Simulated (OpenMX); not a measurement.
CaSe:

```
CELL_PARAMETERS angstrom
0.00000 2.95600 2.95600
2.95600 0.00000 2.95600
2.95600 2.95600 0.00000
ATOMIC_POSITIONS crystal
Se 0.50000 0.50000 0.50000
Ca 0.00000 0.00000 0.00000
```

- Program: OpenMX 3.8.5
- Task: single point
- Functional: PBE
- Potentials or basis: OpenMX 2013 PBE set, Se7.0-s3p2d2, Ca9.0-s3p2d1, grid cutoff 260 Ry
- k mesh: 9 × 9 × 9
- Occupations: fermi-dirac, width 0.05 eV
- Spin: no spin polarisation

On this cell: pressure 1.6 GPa; largest force zero by symmetry; band gap on the k mesh 1.96 eV, indirect (least direct gap 2.89 eV).

The same run follows on a disturbed copy (atoms moved at random, drawn with an rms of 0.05 Å):

```xyz
2
Lattice="0.0000 2.9560 2.9560 2.9560 0.0000 2.9560 2.9560 2.9560 0.0000" Properties=species:S:1:pos:R:3 pbc="T T T"
Se    2.9114    2.9476    2.9038
Ca   -0.0041   -0.0054    0.0319
```

Question: What changes?

Answer: The energy moves by +7.2 meV/atom; pressure 1.7 GPa; largest force 0.317 eV/Å; band gap on the k mesh 1.99 eV, indirect (least direct gap 2.90 eV).

Forces in eV/Å, atoms in the order of the input:
```
Se   0.133  0.008  0.285
Ca  -0.134 -0.004 -0.287
```

Caveats: an odd mesh through Γ misses points on the zone boundary, where band edges often lie; the basis of atomic orbitals isn't converged, which shifts pressures, moduli and gaps.
